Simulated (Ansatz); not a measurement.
# Al (P-1) in Ansatz: convergence with k mesh

Aim: find how far k mesh must go before the results for Al settle, at r2SCAN. This setting moves, with any that are tied to it; all else stays.

Program: Ansatz 0.2.0. These are calculated values, not measurements. Logs are shortened: lines on timing, memory, paths and dates and some standing lists are left out, and cuts for length are marked.

## (1) Starting point

The typed cell holds 1 atom: a = 2.839 Å, b = 2.840 Å, c = 2.869 Å, α = 60.19°, β = 62.21°, γ = 59.49°.

## (2) With k mesh 3 × 4 × 3

input.yaml

```yaml
crystal:
  lattice:
    - [-0.02045521, 1.97065405, 2.04383284]
    - [2.00265691, 0.00996627, 2.01341136]
    - [2.05929448, 1.99687013, -0.04667129]
  atoms:
    - { symbol: Al, position: [0.0, 0.0, 0.0] }
hamiltonian:
  xc: r2scan
  pseudopotentials: { kind: paw, source: jth }
kpoints:
  mp_grid: { grid: [3, 4, 3] }
scf:
  occupations: { method: fermi_dirac, width: 0.05 }
output:
  forces: true
  stress: true
  eigenvalues: true
```

Potentials or basis: JTH PAW.

The run is started by

```sh
ansatz run input.yaml --threads 2 --pin off --max-ram 5632MiB --backend cpu --events-out ev --progress --plain --runs-dir out
```

Log:

```text
Warning: the checks of this Al dataset prove no rule for summing its radial tables, as where they were carried onto another mesh than they were made on, and Gregory's rule is taken, under which a leading mesh point left out moves its sums only by what lay on the interval it spanned. That does not make them correct, and they differ from Quantum ESPRESSO's on this file; a re-export a fraction of a mesh step off can move them. hamiltonian.pseudopotentials.radial_quadrature: simpson_from_first_knot sums it by `pw.x`'s rule; on a PAW file no value gives `pw.x`'s numbers. What more to know: hamiltonian.pseudopotentials.radial_quadrature, in the input reference
Warning: RAYON_NUM_THREADS=2 ignored (pool sized by the plan → 2); use --threads N
Engine: ansatz 0.2.0, x86_64-unknown-linux-gnu
Pseudopotentials: kind: paw
Pseudopotential: Al, paw, valence charge 3, recommended cutoff 570 eV (normal), Al.paw.azcp
Functional definition: r2SCAN
  parameter k0 = 0.174
  parameter k1 = 0.065
  parameter a1 = 4.9479
  exchange = r2scan_x(k0 = k0, k1 = k1, a1 = a1)
  correlation = r2scan_c
Crystal: 1 atoms, lattice volume = 16.569 Å³
Basis set: ecut = 570 eV, 531 PW (Γ), exchange–correlation on 96×96×96 points (64 copies of the dense FFT grid, shifted against one another)
Bands: 6, of which v1, the nominal top of the filled ones, is band 2 counted from 1 (1 counted from 0)
Symmetry: 2 space group operations
Space group: P-1 (ITA 2), of the structure as read, at distance tolerance 2.5e-5 Å
k-points: 19 of 36
Non-local potential: Al, projectors of the file, l = 0: 2, l = 1: 2
PAW form: soft (Blöchl's): semilocal exchange-correlation on the pseudo side does not see the compensation charge
PAW frozen core: Al, regenerated for the run's functional (the file was generated under x = pbe(κ = 0.804, μ = 0.2195149727645171), c = pbe(β = 0.06672455060314922))
PAW one-centre angular grid: Al, 302 points (default); XC on 160 Gauss nodes
Initial density: superposition of atomic densities (chi_scale 0.1, normalization cell)
Initial wavefunctions: pseudopotential atomic-orbital guess
Functional: x = r2scan, c = r2scan; τ floored in thin density (d = 2e-4 eV/Å³)
SCF iter   1: F=—  HF=-540.204434 eV  |F-HF|=—  |Δ(HF+E_count)|=         —  Δρ=2.48e-2  dr2=9.56e-2  dr2_τ=3.33e-3  ethr=3.10e-3  ⟨swp⟩=6.4  Hψ=1343  notcnv=0
preconditioner: auto → none  [insulator: Δε(μ)=0.508 eV  Ē_g=14.224 eV  σ=0.050 eV  W_gap=0.50  n_scr=0 (ndim 8)  ℏωp=15.8 eV  f_vac=0.003  D(μ)=0.56/eV (n_scr^D=0)  ε∞_Penn≈2.2]
SCF iter   2: F=—  HF=-540.254654 eV  |F-HF|=—  |Δ(HF+E_count)|=   5.02e-2  Δρ=1.35e-2  dr2=2.83e-2  dr2_τ=3.69e-5  ethr=3.10e-3  ⟨swp⟩=2.0  Hψ=344  notcnv=0  defer=6
SCF iter   3: F=—  HF=-540.260740 eV  |F-HF|=—  |Δ(HF+E_count)|=   6.09e-3  Δρ=1.35e-3  dr2=2.74e-4  dr2_τ=8.36e-7  ethr=9.44e-4  ⟨swp⟩=2.0  Hψ=186  notcnv=0  defer=6
SCF iter   4: F=—  HF=-540.260834 eV  |F-HF|=—  |Δ(HF+E_count)|=   9.43e-5  Δρ=3.24e-4  dr2=1.36e-5  dr2_τ=1.36e-7  ethr=9.12e-6  ⟨swp⟩=2.2  Hψ=139  notcnv=0  defer=6
SCF iter   5: F=—  HF=-540.260878 eV  |F-HF|=—  |Δ(HF+E_count)|=   4.38e-5  Δρ=7.22e-5  dr2=6.22e-7  dr2_τ=9.36e-9  ethr=4.53e-7  ⟨swp⟩=2.4  Hψ=150  notcnv=0  defer=6
SCF iter   6: F=-540.260882 eV  HF=-540.260882 eV  |F-HF|=1.44e-7  |Δ(HF+E_count)|=   4.09e-6  Δρ=1.71e-5  dr2=3.35e-8  dr2_τ=7.15e-10  ethr=3.33e-9  ⟨swp⟩=9.3  Hψ=772  notcnv=0
SCF 1 converged in 6 iterations: F = -540.260882 eV  dr2 = 3.35e-8
SCF converged after 6 iterations
Free energy (F): -540.260882 eV
Harris-Foulkes:  -540.260882 eV  (|F-HF|=1.44e-7)
Internal energy: -540.257015 eV  (E = F + TS)
E sigma→0 (E₀):  -540.258949 eV
Entropy (-TS):   -0.003867 eV (-3.867 meV/atom)
Fermi energy:    7.994118 eV
--- Per-component energies (eV) ---
  E_band       = 9.777137
  E_kinetic    = 22.630888
  E_local      = 5.741935  (includes V_loc(G=0)·N_el)
  E_nonlocal   = 14.316249
  E_hartree    = 0.141553
  E_xc         = -27.538314
  E_vxc        = -31.472565  (∫ρ·V_xc dr)
  E_paw        = -482.087282  (= ΣΔE_a)
  E_vpaw       = -2.939526  (= ΣTr[D̂ρ^β])
  E_aug_tail   = 0.000005  (compensation charges beyond the density's cutoff)
  E_vtau       = 1.217121  (kinetic-family band-sum trace: ∫τ·v_τ [+ j·A + Jᵃ·Aᵃ] dr)
  E_ewald      = -73.399236
  E_core_change = -0.062812  (= ΣΔE_core)
  E_smearing   = -0.003867  (= −TS)
  E_closure    = 0.000000  (closes the sum)
  Σ components = -540.260882   (vs F -540.260882, Δ=0.00e0)
--- Forces (eV/Å), atoms counted from 1 ---
  atom   1  Al     0.00000000     0.00000000     0.00000000
  max |Σ_I F_I| component: 0.00e0 eV/Å
--- Stress (GPa, compression-positive) ---
       -3.756482      12.379053      -6.738196
       12.379054       1.250607       6.146312
       -6.738196       6.146311      -5.434827
  P = ⅓ Tr σ = -2.6469 GPa (-26.469 kbar)
--- Band table (eV; the first three rows and the last of 19) ---
  k-point 0: bands = ["-3.8739", "20.5712", "21.6381", "21.9594", "22.1685", "23.0642"]
  k-point 1: bands = ["-0.8315", "7.9942", "19.7884", "20.0965", "22.1427", "22.9308"]
  k-point 2: bands = ["-2.0261", "12.0971", "18.6680", "19.6851", "22.8265", "23.1014"]
  k-point 18: bands = ["4.7708", "5.7971", "9.5250", "14.2456", "19.6399", "26.6498"]
```

Wall time 0.47 s (2 threads of Intel Xeon Platinum 8488C (Sapphire Rapids), shared host); peak memory 0.36 GiB.

What came out:

| Property | Result |
| --- | --- |
| Free energy | -540.2609 eV |
| Pressure | -2.6 GPa |
| Band gap on the k mesh | none (metal or under the smearing width) |

## (3) With k mesh 4 × 4 × 4

Edit input.yaml of step 2 so:

```diff
@@ -11,3 +11,3 @@
 kpoints:
-  mp_grid: { grid: [3, 4, 3] }
+  mp_grid: { grid: [4, 4, 4] }
 scf:
```

Potentials or basis: JTH PAW.

The run is started by

```sh
ansatz run input.yaml --threads 2 --pin off --max-ram 5632MiB --backend cpu --events-out ev --progress --plain --runs-dir out
```

It took 1.6 s on 2 threads of Intel Xeon Platinum 8488C (Sapphire Rapids), shared host; peak memory 0.35 GiB.

What came out:

```yaml
Free_energy: -540.0425 eV
Pressure: -1.1 GPa
Band_gap_on_the_k_mesh: none (metal or under the smearing width)
```

## (4) With k mesh 5 × 5 × 5

Edit input.yaml of step 3 so:

```diff
@@ -11,3 +11,3 @@
 kpoints:
-  mp_grid: { grid: [4, 4, 4] }
+  mp_grid: { grid: [5, 5, 5] }
 scf:
```

The run is started by

```sh
ansatz run input.yaml --threads 2 --pin off --max-ram 5632MiB --backend cpu --events-out ev --progress --plain --runs-dir out
```

Wall time 0.73 s (2 threads of Intel Xeon Platinum 8488C (Sapphire Rapids), shared host); peak memory 0.36 GiB.

What came out:

| Item | Value |
| --- | --- |
| Free energy | -540.2686 eV |
| Pressure | -1.8 GPa |
| Band gap on the k mesh | none (metal or under the smearing width) |

## (5) With k mesh 6 × 7 × 6

Edit input.yaml of step 4 so:

```diff
@@ -11,3 +11,3 @@
 kpoints:
-  mp_grid: { grid: [5, 5, 5] }
+  mp_grid: { grid: [6, 7, 6] }
 scf:
```

The run is started by

```sh
ansatz run input.yaml --threads 2 --pin off --max-ram 5632MiB --backend cpu --events-out ev --progress --plain --runs-dir out
```

Wall time 1.1 s (2 threads of Intel Xeon Platinum 8488C (Sapphire Rapids), shared host); peak memory 0.37 GiB.

What came out:

```yaml
Free_energy: -540.3237 eV
Pressure: -2.9 GPa
Band_gap_on_the_k_mesh: none (metal or under the smearing width)
```

## (6) With k mesh 8 × 8 × 8

Edit input.yaml of step 5 so:

```diff
@@ -11,3 +11,3 @@
 kpoints:
-  mp_grid: { grid: [6, 7, 6] }
+  mp_grid: { grid: [8, 8, 8] }
 scf:
```

Potentials or basis: JTH PAW.

The run is started by

```sh
ansatz run input.yaml --threads 2 --pin off --max-ram 5632MiB --backend cpu --events-out ev --progress --plain --runs-dir out
```

It took 1.8 s on 2 threads of Intel Xeon Platinum 8488C (Sapphire Rapids), shared host; peak memory 0.41 GiB.

The run converged. Its results:

```
Free energy            : -540.3139 eV
Pressure               : -2.4 GPa
Band gap on the k mesh : none (metal or under the smearing width)
```

## (7) With k mesh 10 × 10 × 10

Edit input.yaml of step 6 so:

```diff
@@ -11,3 +11,3 @@
 kpoints:
-  mp_grid: { grid: [8, 8, 8] }
+  mp_grid: { grid: [10, 10, 10] }
 scf:
```

The run is started by

```sh
ansatz run input.yaml --threads 2 --pin off --max-ram 5632MiB --backend cpu --events-out ev --progress --plain --runs-dir out
```

It took 3.1 s on 2 threads of Intel Xeon Platinum 8488C (Sapphire Rapids), shared host; peak memory 0.46 GiB.

The run converged. Its results:

```yaml
Free_energy: -540.3102 eV
Pressure: -2.7 GPa
Band_gap_on_the_k_mesh: none (metal or under the smearing width)
```

## (8) With k mesh 13 × 13 × 12

Edit input.yaml of step 7 so:

```diff
@@ -11,3 +11,3 @@
 kpoints:
-  mp_grid: { grid: [10, 10, 10] }
+  mp_grid: { grid: [13, 13, 12] }
 scf:
```

The run is started by

```sh
ansatz run input.yaml --threads 2 --pin off --max-ram 5632MiB --backend cpu --events-out ev --progress --plain --runs-dir out
```

Run time: 6.8 s. Hardware: 2 threads of Intel Xeon Platinum 8488C (Sapphire Rapids), shared host; peak memory 0.57 GiB.

The run converged. Its results:

- Free energy: -540.3164 eV
- Pressure: -2.6 GPa
- Band gap on the k mesh: none (metal or under the smearing width)

## (9) With k mesh 15 × 16 × 15

Edit input.yaml of step 8 so:

```diff
@@ -11,3 +11,3 @@
 kpoints:
-  mp_grid: { grid: [13, 13, 12] }
+  mp_grid: { grid: [15, 16, 15] }
 scf:
```

Potentials or basis: JTH PAW.

The run is started by

```sh
ansatz run input.yaml --threads 2 --pin off --max-ram 5632MiB --backend cpu --events-out ev --progress --plain --runs-dir out
```

Wall time 10 s (2 threads of Intel Xeon Platinum 8488C (Sapphire Rapids), shared host); peak memory 0.71 GiB.

It converged, with:

| Property | Result |
| --- | --- |
| Free energy | -540.3183 eV |
| Pressure | -2.6 GPa |
| Band gap on the k mesh | none (metal or under the smearing width) |

## (10) With k mesh 18 × 19 × 18

Edit input.yaml of step 9 so:

```diff
@@ -11,3 +11,3 @@
 kpoints:
-  mp_grid: { grid: [15, 16, 15] }
+  mp_grid: { grid: [18, 19, 18] }
 scf:
```

The run is started by

```sh
ansatz run input.yaml --threads 2 --pin off --max-ram 5632MiB --backend cpu --events-out ev --progress --plain --runs-dir out
```

Run time: 18 s. Hardware: 2 threads of Intel Xeon Platinum 8488C (Sapphire Rapids), shared host; peak memory 0.97 GiB.

The run converged. Its results:

```yaml
Free_energy: -540.3199 eV
Pressure: -2.5 GPa
Band_gap_on_the_k_mesh: none (metal or under the smearing width)
```

## (11) Summary

| k mesh | energy less the tightest run, at zero smearing (meV/atom) | pressure (GPa) | SCF cycles | CPU time (s) | peak memory (GiB) |
| --- | --- | --- | --- | --- | --- |
| 3 × 4 × 3 | 59.59 | -2.65 | 6 | 0.8 | 0.36 |
| 4 × 4 × 4 | 282.12 | -1.13 | 6 | 2 | 0.35 |
| 5 × 5 × 5 | 53.00 | -1.83 | 6 | 1.3 | 0.36 |
| 6 × 7 × 6 | -3.91 | -2.85 | 6 | 2 | 0.37 |
| 8 × 8 × 8 | 5.85 | -2.39 | 6 | 3.3 | 0.41 |
| 10 × 10 × 10 | 10.63 | -2.66 | 6 | 6 | 0.46 |
| 13 × 13 × 12 | 3.73 | -2.64 | 6 | 12 | 0.57 |
| 15 × 16 × 15 | 1.72 | -2.55 | 6 | 20 | 0.71 |
| 18 × 19 × 18 | 0.00 | -2.52 | 6 | 34 | 0.97 |

Against the tightest run, the pressure stays within 0.1 GPa from 15 × 16 × 15 on. Not settled before the last step: the energy (to 1 meV/atom). Meshes of other sizes hit other points, so gaps and Fermi surfaces needn't settle smoothly. The tightest run that finished is the yardstick and may itself not be fully converged.
